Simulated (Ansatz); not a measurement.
Crystal: MoS2.

```
Mo S
1.0
     1.58000    0.91221    6.15000
    -1.58000    0.91221    6.15000
     0.00000   -1.82443    6.15000
Mo S
1 2
Direct
  0.00000 0.00000 0.00000
  0.41700 0.41700 0.41700
  0.25000 0.25000 0.25000
```

Measurements of this composition are mostly on another form, of space group No. 194.

A run of Ansatz 0.2.0 on this cell left the log below. Logs are shortened: lines on timing, memory, paths and dates and some standing lists are left out, and cuts for length are marked.

```text
Warning: RAYON_NUM_THREADS=2 ignored (pool sized by the plan → 2); use --threads N
basis.fft_grid_basis auto: the FFT boxes are laid along the combinations [[1, 0, -1], [0, 1, -1], [0, 0, 1]] of the cell's own vectors, 3.160, 3.160 and 6.415 Å long. The dense box has 24×24×45 points. Along the cell's own vectors, as sized, it would have 45×45×45, 3.52 times as many. Of the 6 symmetry operations that the crystal satisfies within crystal.symmetry.tolerance (time reversal apart; of a slab, those that keep its plane) the dense box along the cell's own vectors carries 6, and the one as laid loses 4 of those. basis.fft_grid_basis: typed keeps the cell's own vectors: state it where this run's energies or levels are differenced outside the engine with another run's, or held beside a run that keeps those vectors.
Engine: ansatz 0.2.0, aarch64-unknown-linux-gnu
Pseudopotentials: kind: paw
Pseudopotential: Mo, paw, valence charge 14, recommended cutoff 420 eV (normal), Mo.paw.azcp
Pseudopotential: S, paw, valence charge 6, recommended cutoff 420 eV (normal), S.paw.azcp
Functional definition: PBEsol
  exchange = pbesol_x
  correlation = pbesol_c
Crystal: 3 atoms, lattice volume = 53.184 Å³
Basis set: ecut = 420 eV, 1011 PW (Γ), FFT grids on a1−a3, a2−a3, a3, exchange–correlation on 48×48×90 points (8 copies of the dense FFT grid, shifted against one another)
Bands: 17, of which v1, the nominal top of the filled ones, is band 13 counted from 1 (12 counted from 0)
Symmetry: 6 space group operations
Space group: R3m (ITA 160), of the structure as read, at distance tolerance 3.8e-5 Å
k-points: 116 of 1000 (time reversal used)
Non-local potential: Mo, projectors of the file, l = 0: 3, l = 1: 2, l = 2: 2, l = 3: 1
Non-local potential: S, projectors of the file, l = 0: 2, l = 1: 2, l = 2: 2
PAW form: soft (Blöchl's): semilocal exchange-correlation on the pseudo side does not see the compensation charge
PAW frozen core: Mo, regenerated for the run's functional, and the local potential with it (the file was generated under x = pbe(κ = 0.804, μ = 0.2195149727645171), c = pbe(β = 0.06672455060314922))
PAW frozen core: S, regenerated for the run's functional, and the local potential with it (the file was generated under x = pbe(κ = 0.804, μ = 0.2195149727645171), c = pbe(β = 0.06672455060314922))
PAW one-centre angular grid: Mo, 590 points (default); XC on 64 Gauss nodes
PAW one-centre angular grid: S, 110 points (default); XC on 64 Gauss nodes
Initial density: superposition of atomic densities (neutral atoms: chi_scale 0, normalization atom), corrected by the library's trained network
Initial wavefunctions: pseudopotential atomic-orbital guess
Functional: x = pbesol(κ = 0.804, μ = 0.12345679012345678), c = pbesol(β = 0.046)
SCF iter   1: F=—  HF=-6670.159578 eV  |F-HF|=—  |Δ(HF+E_count)|=         —  Δρ=6.68e-3  dr2=1.62e-2  ethr=1.77e-3  ⟨swp⟩=5.9  Hψ=10891  notcnv=0
[... 98 lines left out ...]
  E_band       = -160.102529
  E_kinetic    = 656.660432
  E_local      = -2056.475038  (includes V_loc(G=0)·N_el)
  E_nonlocal   = 201.443317
  E_hartree    = 798.891756
  E_xc         = -375.825637
  E_vxc        = -404.772264  (∫ρ·V_xc dr)
  E_paw        = -4311.917254  (= ΣΔE_a)
  E_vpaw       = -154.742438  (= ΣTr[D̂ρ^β])
  E_aug_tail   = 0.000030  (compensation charges beyond the density's cutoff)
  E_ewald      = -1583.278813
  E_core_change = 0.333198  (= ΣΔE_core)
  E_smearing   = -0.000000  (= −TS)
  E_closure    = 0.000000  (closes the sum)
  Σ components = -6670.168010   (vs F -6670.168010, Δ=0.00e0)
--- Forces (eV/Å), atoms counted from 1 ---
  atom   1  Mo     0.00000000    -0.00000000    -0.00023454
  atom   2  S     -0.00000000     0.00000000    -0.00017258
  atom   3  S      0.00000000    -0.00000000     0.00040898
  max |Σ_I F_I| component: 1.87e-6 eV/Å
--- Stress (GPa, compression-positive) ---
       -0.000398       0.000000       0.000000
        0.000000      -0.000398       0.000000
        0.000000       0.000000       0.011821
  P = ⅓ Tr σ = 0.0037 GPa (0.037 kbar)
--- Band table (eV; the first three rows and the last of 116) ---
  k-point 0: bands = ["-50.6362", "-24.8431", "-24.5789", "-24.5789", "-4.2757", "-2.6335", "3.8310", "7.4475", "7.4475", "8.5872", "8.5872", "9.3660", "9.5276", "12.9066", "12.9066", "13.2757", "13.2757"]
  k-point 1: bands = ["-50.6319", "-24.8347", "-24.6212", "-24.5885", "-4.1164", "-2.5802", "4.0151", "7.1131", "7.6126", "7.9856", "8.3432", "9.4648", "9.6971", "12.7547", "12.8124", "13.0949", "13.1774"]
  k-point 2: bands = ["-50.6207", "-24.8127", "-24.7306", "-24.6134", "-3.6724", "-2.4319", "4.4466", "6.4211", "7.0593", "7.8180", "8.0593", "9.3044", "9.4865", "12.0732", "12.7584", "13.0769", "13.6786"]
  k-point 115: bands = ["-50.6362", "-24.8431", "-24.5789", "-24.5789", "-4.0662", "-2.9887", "4.7082", "7.2771", "7.4367", "7.4367", "8.6085", "8.6085", "10.6861", "12.9821", "12.9821", "13.1700", "13.1700"]
--- Relaxed structure (6 steps of the walk, 5 accepted, 1 SCFs on fresh bases) ---
  F+E_penalty+E_count = -6670.16800955 eV   max|allowed force component| = 4.084e-4 eV/Å   (the final SCF, on the basis selected at the relaxed cell)
  cell:  # Å, volume = 53.7248 Å³
    - [1.571576005906916, 0.9073498300623142, 6.279328284261537]
    - [-1.571576005906916, 0.9073498300623142, 6.279328284261537]
    - [1.60970851650446e-33, -1.8146996601246284, 6.279328284261537]
  atoms:
    - { symbol: Mo, position: [0.00010146714732893346, 0.00010146714732893346, 0.00010146714732893343] }
    - { symbol: S, position: [0.4161581248067974, 0.4161581248067974, 0.4161581248067974] }
    - { symbol: S, position: [0.2507404080458737, 0.2507404080458737, 0.2507404080458737] }
```

Write the input and the command behind it.

Relaxation of cell and atoms with PBEsol, no spin polarisation. The files as run (others can give the same):

input.yaml
```yaml
crystal:
  lattice:
    - [1.58, 0.9122134253, 6.15]
    - [-1.58, 0.9122134253, 6.15]
    - [0.0, -1.8244268506, 6.15]
  atoms:
    - { symbol: Mo, position: [0.0, 0.0, 0.0] }
    - { symbol: S, position: [0.417, 0.417, 0.417] }
    - { symbol: S, position: [0.25, 0.25, 0.25] }
hamiltonian:
  xc: pbesol
  pseudopotentials: { kind: paw }
kpoints:
  mp_grid: { grid: [10, 10, 10] }
scf:
  occupations: { method: fermi_dirac, width: 0.05 }
output:
  forces: true
  stress: true
  eigenvalues: true
relax:
  f_tol: 0.01
  max_steps: 40
  cell: { stress_tol: 0.05 }
```

Potentials or basis: Ansatz PAW.
The run is started by
```sh
$ ansatz run input.yaml --threads 2 --pin off --max-ram 5632MiB --backend cpu --events-out ev --progress --plain --runs-dir out
```

Caveat: the plane-wave basis is chosen anew once the cell has moved, so the energies of steps on either side of that aren't comparable; the PAW data sets come from PBE, with cores solved anew for the run's functional, which leaves a small shift of forces and pressure.
